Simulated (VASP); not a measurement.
Input of a VASP 6.6.1 run:

The input INCAR:

```
SYSTEM = CdTe
ALGO = Normal ; EDIFF = 1E-6
ENCUT = 520 ; GGA = PE
ISIF = 2 ; ISMEAR = -1
IVDW = 12 ; LASPH = .True.
LCHARG = .False. ; LREAL = .False.
LWAVE = .False. ; NBANDS = 16
NELM = 100 ; PREC = Accurate
SIGMA = 0.05
```

Contents of KPOINTS:

```
k-points
0
Gamma
  7 7 7
  0 0 0
```

Contents of POSCAR:

```
CdTe
1.0
    0.0000000000      3.2585922811      3.2585922811
    3.2585922811      0.0000000000      3.2585922811
    3.2585922811      3.2585922811      0.0000000000
Te Cd
1 1
Direct
    0.7500000000      0.7500000000      0.7500000000
    0.0000000000      0.0000000000      0.0000000000
```

Potentials or basis: VASP PAW PBE potentials, release 64 (Te, Cd).

The run is started by

```console
$ cat potpaw_PBE.64/Te/POTCAR potpaw_PBE.64/Cd/POTCAR > POTCAR
$ mpirun -np 1 vasp_std > vasp.out
```

Question: What does it give for the dispersion energy per atom?

Answer: -0.335 eV.

Question: What does it give for the band gap on the k mesh?

Answer: 0.72 eV, direct.

Question: Predict the pressure.

Answer: 0.1 GPa.

Caveat: spin-orbit coupling is left out, which moves the levels of the heavy elements.

**The experiment to reproduce.**

From a printed reference work, data compilation, for a bulk crystal of CdTe at 0 K: band gap 1.607 eV.

A measured gap of CdTe is 1.607 eV (0 K; a printed reference work, data compilation); the calculated 0.72 eV misses it by -0.89 eV. Spin-orbit coupling on Cd, Te is left out. The value is that of PBE+D3(BJ), without temperature or zero-point motion. Semilocal functionals fall short of measured gaps as a rule.
